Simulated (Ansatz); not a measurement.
Crystal: FeO.

```xyz
2
Lattice="-1.6021 1.6021 2.0834 1.6021 -1.6021 2.0834 1.6021 1.6021 -2.0834" Properties=species:S:1:pos:R:3 pbc="T T T"
Fe    0.0000    0.0000    0.0000
O     0.0000    0.0000    2.0834
```

The cell comes from a database or a generator and needn't be the stable form of this composition.

Alike in all runs: program Ansatz 0.2.0; functional PBEsol; potentials or basis Ansatz PAW; cutoff 420 eV (not typed: the program's choice for these potentials); k mesh 12 × 12 × 12; occupations fermi-dirac, width 0.05 eV.

Starts and where they ended:

```tsv
start	free energy over the lowest (meV/atom)	net moment (μB)	site or absolute moments (μB)	gap
no spin polarisation	798.5	-	-	none (metal or under the smearing width)
collinear spin, ferromagnetic start of up to 3 μB	0.0	4.00	Fe +3.39; O +0.31	none (metal or under the smearing width)
collinear spin, ferromagnetic start of up to 4.5 μB	0.0	4.00	Fe +3.39; O +0.31	none (metal or under the smearing width)
collinear spin, random start of up to 2.68 μB	0.0	-4.00	Fe -3.39; O -0.31	none (metal or under the smearing width)
```

Allowing spin polarisation gains 799 meV/atom. A still lower state may exist.

Caveats: the cell is far from rest, so the order of the states can change on relaxing; semilocal functionals often make such compounds metallic where correlation or magnetic order opens a gap, which also shifts bond lengths; a cell with one magnetic atom can't hold antiferromagnetic order, which such compounds often take (some runs).
